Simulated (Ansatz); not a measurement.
Rows from a G0W0 calculation on LiBr (Fm-3m) (Ansatz 0.2.0; G0W0 on PBE, plane waves, PAW; PAW set soft_1; 6×6×6 mesh, 124 empty bands, screening to 120 eV, plasmon pole, PAW set soft_1 files), in eV. Spin-orbit coupling is left out.

| row | Σx | Σc | Vxc | Z |
| --- | --- | --- | --- | --- |
| A | -19.86 | 2.16 | -16.26 | 0.81 |
| B | -4.40 | -3.89 | -9.09 | 0.83 |
| C | -6.26 | -3.47 | -10.40 | 0.84 |

Q: Which rows are filled states and which are empty ones, and how can one tell?

Filled: A. Empty: B and C. The sign of Σc tells: for a filled state bare exchange, which holds its interaction with itself, lies below Vxc (Σx − Vxc is -3.6 eV or lower here) and screening gives part back as a positive Σc. For an empty state Σx lies above Vxc (+4.1 eV or more) and the Coulomb hole leaves Σc negative.

[Runs of the session that timed out or met a known fault of the program may be left out.]

[Cells called generated may have been cut or substituted from an entry of the Crystallography Open Database or the Materials Project.]

[Hosts, paths, dates, database ids (printed as entryN), source tags and the programs' standing remarks are cut or masked in the printed files.]
